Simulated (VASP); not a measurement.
# SnS2 (Berndtite-2T) (P-3m1) in VASP: notebook

One crystal, SnS2 (Berndtite-2T), is run at these levels: r2SCAN, PBE+D3(BJ); tasks: relaxation of cell and atoms.

Program: VASP 6.6.1. These are calculated values, not measurements. Logs are shortened: lines on timing, memory, paths and dates and some standing lists are left out, and cuts for length are marked.

### 1 Starting point

The structure is trigonal, space group P-3m1 (No. 164). Conventional cell: a = 3.639 Å, b = 3.639 Å, c = 5.868 Å, α = 90.00°, β = 90.00°, γ = 120.00°. Sn (site symmetry -3m) is surrounded by 6 S at 2.56 Å. Around S (site symmetry 3m) lie 3 Sn at 2.56 Å.

### 2 Relaxation of cell and atoms, r2SCAN

Input file INCAR:

```
PREC = Accurate ; ENCUT = 600
EDIFF = 1E-6 ; ISMEAR = 0
SIGMA = 0.03 ; LREAL = False
LASPH = True ; NELM = 80
ALGO = Normal ; ISIF = 3
LWAVE = False ; LCHARG = False
METAGGA = R2SCAN ; LMIXTAU = True
IBRION = 2 ; NSW = 90
EDIFFG = -0.01
```

Input file KPOINTS:

```
regular mesh
0
Gamma
  9 9 5
```

Input file POSCAR:

```
SnS2
1.0
    3.6390000000      0.0000000000      0.0000000000
   -1.8195000000      3.1514664444      0.0000000000
    0.0000000000      0.0000000000      5.8680000000
Sn S
1 2
Direct
    0.0000000000      0.0000000000      0.0000000000
    0.3333333333      0.6666666667      0.2500000000
    0.6666666667      0.3333333333      0.7500000000
```

Potentials or basis: VASP PAW PBE potentials, release 64 (Sn_d, S).

The run is started by

```bash
$ cat potpaw_PBE.64/Sn_d/POTCAR potpaw_PBE.64/S/POTCAR > POTCAR
$ mpirun -np 1 vasp_std > vasp.out
```

OUTCAR:

```text
PREC = Accurate
   ENCUT = 600
   EDIFF = 1E-6
   ISMEAR = 0
   LREAL = False
   LASPH = True
   NELM = 80
   ISIF = 3
   METAGGA = R2SCAN
   IBRION = 2
   NSW = 90
   EDIFFG = -0.01

 ion  position               nearest neighbor table
   1  0.000  0.000  0.000-   2 2.56   3 2.56   3 2.56   2 2.56   3 2.56   2 2.56
   2  0.333  0.667  0.250-   1 2.56   1 2.56   1 2.56
   3  0.667  0.333  0.750-   1 2.56   1 2.56   1 2.56

  LATTYP: Found a hexagonal cell.
 ALAT       =     3.6390000000
 C/A-ratio  =     1.6125309151

  Lattice vectors:

 A1 = (   3.6390000000,   0.0000000000,   0.0000000000)
 A2 = (  -1.8195000000,   3.1514664444,   0.0000000000)
 A3 = (   0.0000000000,   0.0000000000,   5.8680000000)

Analysis of symmetry for initial positions (statically):
=====================================================================
 Subroutine PRICEL returns:
 Original cell was already a primitive cell.

 Routine SETGRP: Setting up the symmetry group for a
 hexagonal supercell.

 Subroutine GETGRP returns: Found 12 space group operations
 (whereof 12 operations were pure point group operations)
 out of a pool of 24 trial point group operations.

The static configuration has the point symmetry D_3d.

Analysis of symmetry for dynamics (positions and initial velocities):
=====================================================================
 Subroutine PRICEL returns:
 Original cell was already a primitive cell.

 Routine SETGRP: Setting up the symmetry group for a
 hexagonal supercell.

 Subroutine GETGRP returns: Found 12 space group operations
 (whereof 12 operations were pure point group operations)
 out of a pool of 24 trial point group operations.

The dynamic configuration has the point symmetry D_3d.

 Subroutine INISYM returns: Found 12 space group operations
 (whereof 12 operations are pure point group operations),
 and found     1 'primitive' translations

----------------------------------------------------------------------------------------

                                     Primitive cell

  volume of cell :      67.2953

  direct lattice vectors                    reciprocal lattice vectors
     3.639000000  0.000000000  0.000000000     0.274800769  0.158656298  0.000000000
    -1.819500000  3.151466444  0.000000000     0.000000000  0.317312596  0.000000000
     0.000000000  0.000000000  5.868000000     0.000000000  0.000000000  0.170415815

  length of vectors
     3.639000000  3.639000000  5.868000000     0.317312596  0.317312596  0.170415815

  position of ions in fractional coordinates (direct lattice)
     0.000000000  0.000000000  0.000000000
     0.333333333  0.666666667  0.250000000
     0.666666667  0.333333333  0.750000000

  ion indices of the primitive-cell ions
   primitive index   ion index
                 1           1
                 2           2
                 3           3

----------------------------------------------------------------------------------------

 KPOINTS: regular mesh

Automatic generation of k-mesh.
 Grid dimensions read from file:
 generate k-points for:    9    9    5

 Generating k-lattice:

  Cartesian coordinates                     Fractional coordinates (reciprocal lattice)
     0.030533419  0.017628478  0.000000000     0.111111111  0.000000000  0.000000000
     0.000000000  0.035256955  0.000000000     0.000000000  0.111111111  0.000000000
     0.000000000  0.000000000  0.034083163     0.000000000  0.000000000  0.200000000

  Length of vectors
     0.035256955  0.035256955  0.034083163

  Shift w.r.t. Gamma in fractional coordinates (k-lattice)
     0.000000000  0.000000000  0.000000000

 Subroutine IBZKPT returns following result:
 ===========================================

 Found     50 irreducible k-points:

 Following reciprocal coordinates:
            Coordinates               Weight
  0.000000  0.000000  0.000000      1.000000
  0.111111  0.000000  0.000000      6.000000
  0.222222  0.000000  0.000000      6.000000
  0.333333  0.000000  0.000000      6.000000
  0.444444  0.000000  0.000000      6.000000
  0.111111  0.111111  0.000000      6.000000
[... 16 lines left out ...]
  0.222222  0.111111  0.200000     12.000000
 -0.111111  0.333333  0.200000     12.000000
 [... further k-points ...]
   k-points           NKPTS =     50   k-points in BZ     NKDIM =     50   number of bands    NBANDS=     17
   number of dos      NEDOS =    301   number of ions     NIONS =      3
   total plane-waves  NPLWV =  43200
   dimension x,y,z NGX =    30 NGY =   30 NGZ =   48
   dimension x,y,z NGXF=    60 NGYF=   60 NGZF=   96
   ions per type =               1   2
   NGX,Y,Z   is equivalent  to a cutoff of  13.71, 13.71, 13.60 a.u.
   NGXF,Y,Z  is equivalent  to a cutoff of  27.41, 27.41, 27.20 a.u.
 SYSTEM =  unknown system
   PREC   = accura    normal or accurate (medium, high low for compatibility)
   ISTART =      0    job   : 0-new  1-cont  2-samecut
   ICHARG =      2    charge: 1-file 2-atom 10-const
   ISPIN  =      1    spin polarized calculation?
   LNONCOLLINEAR =      F non collinear calculations
   LSORBIT =      F    spin-orbit coupling
   LASPH  =      T    aspherical Exc in radial PAW
   ENCUT  =  600.0 eV  44.10 Ry    6.64 a.u.   7.27  7.27 11.72*2*pi/ulx,y,z
   NELM   =     80;   NELMIN=  2; NELMDL= -5     # of ELM steps
   EDIFF  = 0.1E-05   stopping-criterion for ELM
   LREAL  =      F    real-space projection
   EDIFFG = -.1E-01   stopping-criterion for IOM
   NSW    =     90    number of steps for IOM
   IBRION =      2    ionic relax: 0-MD 1-quasi-New 2-CG
   NFREE  =      1    steps in history (QN), initial steepest desc. (CG)
   ISIF   =      3    stress and relaxation
   ISYM   =      2    0-nonsym 1-usesym 2-fastsym
   POTIM  = 0.5000    time-step for ionic-motion
   TEBEG  =    0.0;   TEEND  =   0.0 temperature during run
   PSTRESS=    0.0 pullay stress
   NELECT =      26.0000    total number of electrons
   NUPDOWN=      -1.0000    fix difference up-down
   EMIN   =  10.00;   EMAX   =-10.00  energy-range for DOS
   EFERMI =   0.00;   METHOD = LEGACY
   ISMEAR =     0;   SIGMA  =   0.03  broadening in eV -4-tet -1-fermi 0-gaus
   EFERMI_NEDOS =   21; number of points for ismear=-14 and -15
   IALGO  =     38    algorithm
   IMIX   =      4    mixing-type and parameters
     AMIX     =   0.40;   BMIX     =  1.00
     AMIX_MAG =   1.60;   BMIX_MAG =  1.00
  volume/ion in A,a.u.               =      22.43       151.38
  Fermi-wavevector in a.u.,A,eV,Ry     =   1.192352  2.253218 19.343434  1.421702
  Thomas-Fermi vector in A             =   2.328392
   LORBIT       =      0    0 simple, 1 ext, 2 COOP (PROOUT), +10 PAW based schemes
   METAGGA = R2SCAN    functional components
   LHFCALC =     F    Hartree Fock is set to
   AEXX    =    0.0000 exact exchange contribution
   IVDW    =     0    specifies the selected vdW correction
   LEPSILON=     F    determine dielectric tensor
   LRPA    =     F    only Hartree local field effects (RPA)
 conjugate gradient relaxation of ions
 non-spin polarized calculation
 Gauss-broadening in eV      SIGMA  =   0.03
  energy-cutoff  :      600.00
  volume of cell :       67.30
 maximum number of plane-waves:      2297
 NGX is ok and might be reduce to    30
   NGX = 15   NGY = 15   NGZ = 23

--------------------------------------- Ionic step        1  -------------------------------------------

 number of electron      25.9999995 magnetization

 Free energy of the ion-electron system (eV)
  ---------------------------------------------------
  ext. energy  EPLUGINS =         0.00000000
  ---------------------------------------------------
  free energy    TOTEN  =       -42.20460794 eV

  energy without entropy =      -42.20460794  energy(sigma->0) =      -42.20460794

------------------------ aborting loop because EDIFF is reached ----------------------------------------

  FORCE on cell =-STRESS in cart. coord.  units (eV):
  Direction    XX          YY          ZZ          XY          YZ          ZX
  --------------------------------------------------------------------------------------
  -------------------------------------------------------------------------------------
  Total        0.9376817      0.9376817      0.6992276      0.0000000      0.0000000     -0.0000000
  in kB       22.3244700     22.3244700     16.6473182      0.0000000      0.0000000     -0.0000000
  external PRESSURE =      20.4320861 kB  Pullay stress =       0.0000000 kB
[... 92 lines left out ...]
  FREE ENERGIE OF THE ION-ELECTRON SYSTEM (eV)
  ---------------------------------------------------
  free  energy   TOTEN  =       -42.2149684593 eV

  energy  without entropy=      -42.2149684593  energy(sigma->0) =      -42.21496846

 E-fermi :   4.2453     XC(G=0): -10.0305

 val. band max:        4.0622748231   @ k =   0.0000   0.0000   0.0000
 cond. band min:       5.8250863961   @ k =   0.0000   0.4444   0.4000
 fundamental gap:      1.7628115730
 Fermi energy:         4.2452826250

 k-point     1 :       0.0000    0.0000    0.0000
  band No.  band energies     occupation
      1     -17.5241      2.00000
      2     -17.5241      2.00000
      3     -17.4624      2.00000
      4     -17.4395      2.00000
      5     -17.4395      2.00000
      6     -10.1706      2.00000
[... 457 lines left out ...]
      4     -17.4369      2.00000
      5     -17.4177      2.00000
      6      -9.2158      2.00000
[... 9 lines left out ...]
     16      10.4646      0.00000
     17      11.6538      0.00000

 [... further k-points ...]

[... ionic steps 4 to 10 ...]

--------------------------------------- Ionic step       11  -------------------------------------------

 number of electron      25.9999991 magnetization

------------------------ aborting loop because EDIFF is reached ----------------------------------------
[... 69 lines left out ...]
--------------------------------------- Ionic step       13  -------------------------------------------

 number of electron      25.9999991 magnetization

 Free energy of the ion-electron system (eV)
  ---------------------------------------------------
  ext. energy  EPLUGINS =         0.00000000
  ---------------------------------------------------
  free energy    TOTEN  =       -42.23331542 eV

  energy without entropy =      -42.23331542  energy(sigma->0) =      -42.23331542

 E-fermi :   3.5822     XC(G=0):  -9.7598

 val. band max:        3.4379356985   @ k =   0.1111   0.0000   0.2000
 cond. band min:       5.3892934746   @ k =   0.0000   0.4444   0.4000
 fundamental gap:      1.9513577761
 Fermi energy:         3.5821526534

 k-point     1 :       0.0000    0.0000    0.0000
  band No.  band energies     occupation
      1     -17.9641      2.00000
      2     -17.9640      2.00000
      3     -17.8992      2.00000
      4     -17.8774      2.00000
      5     -17.8773      2.00000
      6     -10.5967      2.00000
[... 457 lines left out ...]
      4     -17.8743      2.00000
      5     -17.8551      2.00000
      6      -9.6514      2.00000
[... 9 lines left out ...]
     16      10.0149      0.00000
     17      11.0962      0.00000

 [... further k-points ...]

------------------------ aborting loop because EDIFF is reached ----------------------------------------

  FORCE on cell =-STRESS in cart. coord.  units (eV):
  Direction    XX          YY          ZZ          XY          YZ          ZX
  --------------------------------------------------------------------------------------
  -------------------------------------------------------------------------------------
  Total        0.0019341      0.0019341     -0.0000593     -0.0000000      0.0000000      0.0000000
  in kB        0.0424314      0.0424314     -0.0013001     -0.0000000      0.0000000      0.0000000
  external PRESSURE =       0.0278542 kB  Pullay stress =       0.0000000 kB
[... 18 lines left out ...]
  FREE ENERGIE OF THE ION-ELECTRON SYSTEM (eV)
  ---------------------------------------------------
  free  energy   TOTEN  =       -42.2333154241 eV

  energy  without entropy=      -42.2333154241  energy(sigma->0) =      -42.23331542

 reached required accuracy - stopping structural energy minimisation
```

It took 21 min on 1 thread of Intel Xeon 6975P-C (Granite Rapids), shared host; peak memory 0.27 GiB.

Results:

* Free energy: -42.2333 eV
* Relaxed volume: 24.34 Å³/atom
* Relaxed cell: a = 3.673 Å, b = 3.673 Å, c = 6.251 Å, α = 90.00°, β = 90.00°, γ = 120.00°
* Space group after relaxing (to 0.05 Å): P-3m1 (No. 164)
* Energy gained by relaxing: 9.6 meV/atom
* Ionic steps: 13
* Pressure after relaxing: 0.0 GPa
* Band gap on the k mesh: 1.95 eV, indirect (least direct gap 2.23 eV)

The path:
```
step  energy change (eV)  largest force (eV/Å)  pressure (GPa)  volume (Å³)
   1              0.0000                0.0196            2.04        67.30
   2             -0.0052                0.3719           -1.39        70.12
   3             -0.0104                0.2309           -0.04        68.93
   4             -0.0142                0.1468            0.01        69.26
   5             -0.0164                0.0203            0.09        69.77
   6             -0.0201                0.0165            0.09        70.18
   7             -0.0268                0.0035            0.16        71.39
   8             -0.0258                0.0280            0.56        73.76
   9             -0.0282                0.0226            0.36        72.56
  10             -0.0243                0.1683           -1.16        74.44
  11             -0.0286                0.0212            0.00        72.99
  12             -0.0287                0.0146            0.01        73.06
  13             -0.0287                0.0014            0.00        73.03
```

Final structure:
```cif
data_structure
_symmetry_space_group_name_H-M 'P 1'
_symmetry_Int_Tables_number 1
_cell_length_a 3.6730
_cell_length_b 3.6730
_cell_length_c 6.2507
_cell_angle_alpha 90.000
_cell_angle_beta 90.000
_cell_angle_gamma 120.000
_cell_volume 73.03
loop_
_atom_site_label
_atom_site_type_symbol
_atom_site_fract_x
_atom_site_fract_y
_atom_site_fract_z
_atom_site_occupancy
Sn1 Sn 0.00000 0.00000 0.00000 1
S1 S 0.33333 0.66667 0.23384 1
S2 S 0.66667 0.33333 0.76616 1
```

Levels at points of the mesh, in eV from the valence-band top:
```tsv
k point	band 9	band 10	band 11	band 12	band 13	band 14	band 15	band 16	band 17
(0.00, 0.00, 0.00)	-0.52	-0.52	-0.17	-0.17	-0.09	2.56	4.33	5.97	5.97
```

Caveat: the PAW data sets were made with another functional, which shifts forces and pressure a little; spin-orbit coupling is left out, which moves the levels of the heavy elements; an odd mesh through Γ misses points on the zone boundary, where band edges often lie.

### 3 Relaxation of cell and atoms, r2SCAN

This run uses another cell than the first one, of 24.34 Å³/atom, 1.085 times its volume.

Input file INCAR:

```
PREC = Accurate ; ENCUT = 600
EDIFF = 1E-7 ; ISMEAR = 0
SIGMA = 0.03 ; LREAL = False
LASPH = True ; NELM = 80
ALGO = Normal ; ISIF = 3
LWAVE = False ; LCHARG = False
METAGGA = R2SCAN ; LMIXTAU = True
IBRION = 2 ; NSW = 90
EDIFFG = -0.005
```

KPOINTS is that of step 2.

Input file POSCAR:

```
SnS2                                    
1.0
    3.6730185761      0.0000000000     -0.0000000000
   -1.8365092880      3.1809273955      0.0000000000
   -0.0000000000      0.0000000000      6.2507129507
  Sn              S             
     1     2
Direct
     0.0000000000000000    0.0000000000000000    0.0000000000000000
     0.3333333332999970    0.6666666667000030    0.2338414493624334
     0.6666666667000030    0.3333333332999970    0.7661585506375665
```

Potentials or basis: VASP PAW PBE potentials, release 64 (Sn_d, S).

The run is started by

```bash
$ cat potpaw_PBE.64/Sn_d/POTCAR potpaw_PBE.64/S/POTCAR > POTCAR
$ mpirun -np 1 vasp_std > vasp.out
```

It took 5.9 min on 1 thread of Intel Xeon 6975P-C (Granite Rapids), shared host; peak memory 0.26 GiB.

It converged, with:

- Free energy: -42.2348 eV
- Relaxed volume: 24.35 Å³/atom
- Relaxed cell: a = 3.673 Å, b = 3.673 Å, c = 6.252 Å, α = 90.00°, β = 90.00°, γ = 120.00°
- Space group after relaxing (to 0.05 Å): P-3m1 (No. 164)
- Energy gained by relaxing: 0.0 meV/atom
- Ionic steps: 3
- Pressure after relaxing: 0.0 GPa
- Band gap on the k mesh: 1.95 eV, indirect (least direct gap 2.23 eV)

Forces on the atoms (eV/Å):
```
Sn   0.000  0.000  0.000
S    0.000  0.000 -0.003
S    0.000  0.000  0.003
```

Final structure:
```xyz
3
Lattice="3.6733 0.0000 0.0000 -1.8366 3.1812 0.0000 0.0000 0.0000 6.2518" Properties=species:S:1:pos:R:3 pbc="T T T"
Sn   -1.8366    3.1812    0.0000
S     0.0000    2.1208    1.4620
S     1.8366    1.0604    4.7898
```

Levels at points of the mesh, in eV from the valence-band top:
```
           k point  band 9  band 10  band 11  band 12  band 13  band 14  band 15  band 16  band 17
(0.00, 0.00, 0.00)   -0.52    -0.52    -0.17    -0.17    -0.09     2.55     4.33     5.97     5.97
```

Caveat: the PAW data sets were made with another functional, which shifts forces and pressure a little; spin-orbit coupling is left out, which moves the levels of the heavy elements; an odd mesh through Γ misses points on the zone boundary, where band edges often lie.

### 4 Relaxation of cell and atoms, PBE+D3(BJ)

Input file INCAR:

```
PREC = Accurate
ENCUT = 600
EDIFF = 1E-6
ISMEAR = 0
SIGMA = 0.03
LREAL = False
LASPH = True
NELM = 80
ALGO = Normal
ISIF = 3
LWAVE = False
LCHARG = False
GGA = PE
IVDW = 12
IBRION = 2
NSW = 90
EDIFFG = -0.01
KPAR = 2
```

Input file KPOINTS:

```
Automatic mesh
0
Gamma
  9 9 5
```

Input file POSCAR:

```
SnS2
1.0
    3.6390000000      0.0000000000      0.0000000000
   -1.8195000000      3.1514664444      0.0000000000
    0.0000000000      0.0000000000      5.8680000000
Sn S
1 2
Direct
    0.0000000000      0.0000000000      0.0000000000
    0.3333333333      0.6666666667      0.2500000000
    0.6666666667      0.3333333333      0.7500000000
```

The run is started by

```bash
$ cat potpaw_PBE.64/Sn_d/POTCAR potpaw_PBE.64/S/POTCAR > POTCAR
$ mpirun -np 2 vasp_std > vasp.out
```

Run time: 2.7 min. Hardware: 2 MPI ranks of AMD EPYC 7R13 (Zen 3), shared host; peak memory 0.23 GiB.

Results (log left out):

* Free energy: -14.1386 eV
* Relaxed volume: 22.57 Å³/atom
* Relaxed cell: a = 3.667 Å, b = 3.667 Å, c = 5.813 Å, α = 90.00°, β = 90.00°, γ = 120.00°
* Space group after relaxing (to 0.05 Å): P-3m1 (No. 164)
* Energy gained by relaxing: 3.1 meV/atom
* Ionic steps: 14
* Pressure after relaxing: 0.0 GPa
* Band gap on the k mesh: 1.31 eV, indirect (least direct gap 1.75 eV)
* Dispersion energy per atom: -0.328 eV

Step by step:
```csv
step,energy change (eV),largest force (eV/Å),pressure (GPa),volume (Å³)
1,0.0000,0.2533,1.72,67.30
2,-0.0012,0.1919,-1.55,69.66
3,-0.0080,0.0160,-0.06,68.51
4,-0.0080,0.0202,0.00,68.48
5,-0.0082,0.0292,0.00,68.45
6,-0.0085,0.0517,-0.04,68.37
7,-0.0087,0.0381,-0.07,68.31
8,-0.0091,0.0001,-0.17,68.12
9,-0.0092,0.0182,-0.23,68.02
10,-0.0093,0.0098,-0.08,67.86
11,-0.0093,0.0081,-0.09,67.82
12,-0.0094,0.0046,-0.03,67.75
13,-0.0094,0.0027,0.08,67.62
14,-0.0094,0.0018,-0.01,67.70
```

Final structure:
```xyz
3
Lattice="3.6672 0.0000 0.0000 -1.8336 3.1759 0.0000 0.0000 0.0000 5.8130" Properties=species:S:1:pos:R:3 pbc="T T T"
Sn    0.0000    0.0000    0.0000
S     0.0000    2.1173    1.4786
S     1.8336    1.0586    4.3344
```

Levels at points of the mesh, in eV from the valence-band top:
```csv
k point,band 9,band 10,band 11,band 12,band 13,band 14,band 15,band 16,band 17
"(0.00, 0.00, 0.00)",-0.71,-0.71,-0.47,-0.47,0.00,1.75,3.54,5.34,5.34
```

Caveat: spin-orbit coupling is left out, which moves the levels of the heavy elements; an odd mesh through Γ misses points on the zone boundary, where band edges often lie.
